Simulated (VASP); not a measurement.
# Ru (P6_3/mmc) in VASP: single point with PBE

Aim: the single point of Ru with PBE.

Program: VASP 6.6.1. These are calculated values, not measurements. Logs are shortened: lines on timing, memory, paths and dates and some standing lists are left out, and cuts for length are marked.

**1. The structure**

It takes space group P6_3/mmc (No. 194, hexagonal). The conventional cell has a = 2.718 Å, b = 2.718 Å, c = 4.301 Å, α = 90.00°, β = 90.00°, γ = 120.00°. Ru (site symmetry -6m2) is surrounded by 12 Ru at 2.66 to 2.72 Å.

**2. Single point, PBE**

Contents of INCAR:

```
SYSTEM = Ru
PREC = Accurate ; ENCUT = 520
EDIFF = 1E-7 ; ISMEAR = 1
SIGMA = 0.1 ; LREAL = .False.
LASPH = .True. ; NELM = 80
ALGO = Fast ; ISIF = 2
LWAVE = .False. ; LCHARG = .False.
GGA = PE ; NBANDS = 21
ICORELEVEL = 1
```

Contents of KPOINTS:

```
Automatic mesh
0
Gamma
  14 9 23
  0 0 0
```

Contents of POSCAR:

```
Ru
1.0
    2.7179493500      0.0000000000      0.0000000000
    0.0000000000      4.3005680000      0.0000000000
    1.3589748200      0.0000000000      2.3538126900
Ru
2
Direct
    0.3333330000      0.7500000000      0.3333330000
    0.6666670000      0.2500000000      0.6666670000
```

Potentials or basis: VASP PAW PBE potentials, release 64 (Ru_pv).

On the command line:

```bash
$ cat potpaw_PBE.64/Ru_pv/POTCAR > POTCAR
$ mpirun -np 1 vasp_std > vasp.out
```

OUTCAR:

```text
SYSTEM = Ru
   PREC = Accurate
   ENCUT = 520
   EDIFF = 1E-7
   ISMEAR = 1
   LREAL = .False.
   LASPH = .True.
   NELM = 80
   ISIF = 2
   GGA = PE

 ion  position               nearest neighbor table
   1  0.333  0.750  0.333-   2 2.66   2 2.66   2 2.66   2 2.66   2 2.66   2 2.66
   2  0.667  0.250  0.667-   1 2.66   1 2.66   1 2.66   1 2.66   1 2.66   1 2.66

  LATTYP: Found a hexagonal cell.
 ALAT       =     2.7179488503
 C/A-ratio  =     1.5822843758

  Lattice vectors:

 A1 = (  -1.3589745300,   0.0000000000,   2.3538126900)
 A2 = (   2.7179493500,   0.0000000000,   0.0000000000)
 A3 = (   0.0000000000,   4.3005680000,   0.0000000000)

Analysis of symmetry for initial positions (statically):
=====================================================================
 Subroutine PRICEL returns:
 Original cell was already a primitive cell.

 Routine SETGRP: Setting up the symmetry group for a
 hexagonal supercell.

 Subroutine GETGRP returns: Found 24 space group operations
 (whereof 12 operations were pure point group operations)
 out of a pool of 24 trial point group operations.

The static configuration has the point symmetry D_3d.
 The point group associated with its full space group is D_6h.

Analysis of symmetry for dynamics (positions and initial velocities):
=====================================================================
 Subroutine PRICEL returns:
 Original cell was already a primitive cell.

 Routine SETGRP: Setting up the symmetry group for a
 hexagonal supercell.

 Subroutine GETGRP returns: Found 24 space group operations
 (whereof 12 operations were pure point group operations)
 out of a pool of 24 trial point group operations.

The dynamic configuration has the point symmetry D_3d.
 The point group associated with its full space group is D_6h.

 Subroutine INISYM returns: Found 24 space group operations
 (whereof 12 operations are pure point group operations),
 and found     1 'primitive' translations

----------------------------------------------------------------------------------------

                                     Primitive cell

  volume of cell :      27.5131

  direct lattice vectors                    reciprocal lattice vectors
     2.717949350  0.000000000  0.000000000     0.367924443  0.000000000 -0.212421343
     0.000000000  4.300568000  0.000000000     0.000000000  0.232527424  0.000000000
     1.358974820  0.000000000  2.353812690     0.000000000  0.000000000  0.424842641

  length of vectors
     2.717949350  4.300568000  2.717948995     0.424842586  0.232527424  0.424842641

  position of ions in fractional coordinates (direct lattice)
     0.333333000  0.750000000  0.333333000
     0.666667000  0.250000000  0.666667000

  ion indices of the primitive-cell ions
   primitive index   ion index
                 1           1
                 2           2

----------------------------------------------------------------------------------------

 KPOINTS: Automatic mesh

Automatic generation of k-mesh.
 Grid dimensions read from file:
 generate k-points for:   14    9   23

 Generating k-lattice:

  Cartesian coordinates                     Fractional coordinates (reciprocal lattice)
     0.026280317  0.000000000 -0.015172953     0.071428571  0.000000000 -0.000000000
     0.000000000  0.025836380  0.000000000     0.000000000  0.111111111  0.000000000
     0.000000000  0.000000000  0.018471419     0.000000000  0.000000000  0.043478261

  Length of vectors
     0.030345899  0.025836380  0.018471419

  Shift w.r.t. Gamma in fractional coordinates (k-lattice)
     0.000000000  0.000000000  0.000000000

 -----------------------------------------------------------------------------
|                                                                             |
|           W    W    AA    RRRRR   N    N  II  N    N   GGGG   !!!           |
|           W    W   A  A   R    R  NN   N  II  NN   N  G    G  !!!           |
|           W    W  A    A  R    R  N N  N  II  N N  N  G       !!!           |
|           W WW W  AAAAAA  RRRRR   N  N N  II  N  N N  G  GGG   !            |
|           WW  WW  A    A  R   R   N   NN  II  N   NN  G    G                |
|           W    W  A    A  R    R  N    N  II  N    N   GGGG   !!!           |
|                                                                             |
|     Your reciprocal lattice and k-lattice belong to different lattice       |
|     classes:                                                                |
|                                                                             |
|        The reciprocal lattice is hexagonal,                                 |
|        whereas your k-lattice is simple monoclinic.                         |
|                                                                             |
|     Results are often still useful ...                                      |
|                                                                             |
 -----------------------------------------------------------------------------

 WARNING: IBZKPT: internal override: KBLOWUP is changed to .FALSE.
      ... skipping the blow-up phase ...

 Subroutine IBZKPT returns following result:
 ===========================================

 Found    810 irreducible k-points:

 Following reciprocal coordinates:
            Coordinates               Weight
  0.000000  0.000000  0.000000      1.000000
  0.071429  0.000000  0.000000      2.000000
  0.142857  0.000000 -0.000000      2.000000
  0.214286  0.000000 -0.000000      2.000000
  0.285714  0.000000  0.000000      2.000000
  0.357143  0.000000 -0.000000      2.000000
[... 16 lines left out ...]
  0.428571  0.222222 -0.000000      4.000000
  0.500000  0.222222 -0.000000      2.000000
 [... further k-points ...]
   k-points           NKPTS =    810   k-points in BZ     NKDIM =    810   number of bands    NBANDS=     21
   number of dos      NEDOS =    301   number of ions     NIONS =      2
   total plane-waves  NPLWV =  12800
   dimension x,y,z NGX =    20 NGY =   32 NGZ =   20
   dimension x,y,z NGXF=    40 NGYF=   64 NGZF=   40
   ions per type =               2
   NGX,Y,Z   is equivalent  to a cutoff of  12.23, 12.37, 12.23 a.u.
   NGXF,Y,Z  is equivalent  to a cutoff of  24.47, 24.74, 24.47 a.u.
 SYSTEM =  Ru
   PREC   = accura    normal or accurate (medium, high low for compatibility)
   ISTART =      0    job   : 0-new  1-cont  2-samecut
   ICHARG =      2    charge: 1-file 2-atom 10-const
   ISPIN  =      1    spin polarized calculation?
   LNONCOLLINEAR =      F non collinear calculations
   LSORBIT =      F    spin-orbit coupling
   LASPH  =      T    aspherical Exc in radial PAW
   ENCUT  =  520.0 eV  38.22 Ry    6.18 a.u.   5.05  8.00  5.05*2*pi/ulx,y,z
   NELM   =     80;   NELMIN=  2; NELMDL= -5     # of ELM steps
   EDIFF  = 0.1E-06   stopping-criterion for ELM
   LREAL  =      F    real-space projection
   EDIFFG = 0.1E-05   stopping-criterion for IOM
   NSW    =      0    number of steps for IOM
   IBRION =     -1    ionic relax: 0-MD 1-quasi-New 2-CG
   NFREE  =      0    steps in history (QN), initial steepest desc. (CG)
   ISIF   =      2    stress and relaxation
   ISYM   =      2    0-nonsym 1-usesym 2-fastsym
   POTIM  = 0.5000    time-step for ionic-motion
   TEBEG  =    0.0;   TEEND  =   0.0 temperature during run
   PSTRESS=    0.0 pullay stress
   NELECT =      28.0000    total number of electrons
   NUPDOWN=      -1.0000    fix difference up-down
   EMIN   =  10.00;   EMAX   =-10.00  energy-range for DOS
   EFERMI =   0.00;   METHOD = LEGACY
   ISMEAR =     1;   SIGMA  =   0.10  broadening in eV -4-tet -1-fermi 0-gaus
   EFERMI_NEDOS =   21; number of points for ismear=-14 and -15
   IALGO  =     68    algorithm
   IMIX   =      4    mixing-type and parameters
     AMIX     =   0.40;   BMIX     =  1.00
     AMIX_MAG =   1.60;   BMIX_MAG =  1.00
  volume/ion in A,a.u.               =      13.76        92.83
  Fermi-wavevector in a.u.,A,eV,Ry     =   1.646700  3.111812 36.893841  2.711621
  Thomas-Fermi vector in A             =   2.736284
   LORBIT       =      0    0 simple, 1 ext, 2 COOP (PROOUT), +10 PAW based schemes
   GGA     = PE    functional components
   LHFCALC =     F    Hartree Fock is set to
   AEXX    =    0.0000 exact exchange contribution
   IVDW    =     0    specifies the selected vdW correction
   LEPSILON=     F    determine dielectric tensor
   LRPA    =     F    only Hartree local field effects (RPA)
 non-spin polarized calculation
 RMM-DIIS sequential band-by-band and
 Methfessel and Paxton  Order N= 1 SIGMA  =   0.10
  energy-cutoff  :      520.00
  volume of cell :       27.51
 maximum number of plane-waves:       758
   NGX = 11   NGY = 15   NGZ = 11

 number of electron      28.0000014 magnetization

 Free energy of the ion-electron system (eV)
  ---------------------------------------------------
  ext. energy  EPLUGINS =         0.00000000
  ---------------------------------------------------
  free energy    TOTEN  =       -18.46823664 eV

  energy without entropy =      -18.46820034  energy(sigma->0) =      -18.46822454

 the core state eigenenergies are
   1-  1s -21917.6821  2s  -3138.0621  2p  -2808.5950  3s   -539.7396  3p   -431.5118
       3d   -257.5064  4s    -60.3727
   2-  1s -21917.6821  2s  -3138.0621  2p  -2808.5950  3s   -539.7396  3p   -431.5118
       3d   -257.5064  4s    -60.3727

 E-fermi :  12.5956     XC(G=0): -14.0391

 val. band max:       12.5932337851   @ k =  -0.2143   0.2222   0.2609
 cond. band min:      12.5960256643   @ k =   0.2143   0.1111   0.4783
 fundamental gap:      0.0027918792
 Fermi energy:        12.5956371643

 k-point     1 :       0.0000    0.0000    0.0000
  band No.  band energies     occupation
      1     -31.0019      2.00000
      2     -30.1101      2.00000
      3     -30.1101      2.00000
      4     -29.9468      2.00000
      5     -29.9468      2.00000
      6     -29.9073      2.00000
[... 13 lines left out ...]
     20      23.0276      0.00000
     21      23.0406      0.00000

 k-point     2 :       0.0714    0.0000    0.0000
  band No.  band energies     occupation
      1     -30.9853      2.00000
      2     -30.1454      2.00000
      3     -30.1221      2.00000
      4     -29.9837      2.00000
      5     -29.9516      2.00000
      6     -29.9150      2.00000
[... 232 lines left out ...]
 k-point    12 :       0.2143    0.1111   -0.0000
  band No.  band energies     occupation
      1     -30.8456      2.00000
      2     -30.3746      2.00000
      3     -30.2511      2.00000
      4     -30.1940      2.00000
      5     -29.9945      2.00000
      6     -29.9854      2.00000
[... 13 lines left out ...]
     20      23.0275      0.00000
     21      23.3444      0.00000

------------------------ aborting loop because EDIFF is reached ----------------------------------------

  FORCE on cell =-STRESS in cart. coord.  units (eV):
  Direction    XX          YY          ZZ          XY          YZ          ZX
  --------------------------------------------------------------------------------------
  -------------------------------------------------------------------------------------
  Total        0.1093921     -0.1953143      0.1093921      0.0000000      0.0000000      0.0000000
  in kB        6.3702650    -11.3737988      6.3702623      0.0000000      0.0000000      0.0000004
  external PRESSURE =       0.4555762 kB  Pullay stress =       0.0000000 kB

 VOLUME and BASIS-vectors are now :
 -----------------------------------------------------------------------------
  energy-cutoff  :      520.00
  volume of cell :       27.51
      direct lattice vectors                 reciprocal lattice vectors
     2.717949350  0.000000000  0.000000000     0.367924443  0.000000000 -0.212421343
     0.000000000  4.300568000  0.000000000     0.000000000  0.232527424  0.000000000
     1.358974820  0.000000000  2.353812690     0.000000000  0.000000000  0.424842641

 POSITION                                       TOTAL-FORCE (eV/Angst)
 -----------------------------------------------------------------------------------
      1.35897      3.22543      0.78460         0.000000      0.000000      0.000000
      2.71795      1.07514      1.56921        -0.000000      0.000000     -0.000000
 -----------------------------------------------------------------------------------
    total drift:                               -0.000396     -0.000294     -0.000012

  FREE ENERGIE OF THE ION-ELECTRON SYSTEM (eV)
  ---------------------------------------------------
  free  energy   TOTEN  =       -18.4682366399 eV

  energy  without entropy=      -18.4682003417  energy(sigma->0) =      -18.46822454
```

Wall time 4.3 min (1 thread of AMD EPYC 9R14 (Zen 4), shared host); peak memory 0.4 GiB.

What came out:

```
Free energy            : -18.4682 eV
Pressure               : 0.0 GPa
Band gap on the k mesh : none (metal or under the smearing width)
```

Core levels (eV, on the scale of the bands):
```
atom                                                                          levels
1 Ru  1s -21917.7, 2s -3138.1, 2p -2808.6, 3s -539.7, 3p -431.5, 3d -257.5, 4s -60.4
2 Ru  1s -21917.7, 2s -3138.1, 2p -2808.6, 3s -539.7, 3p -431.5, 3d -257.5, 4s -60.4
```
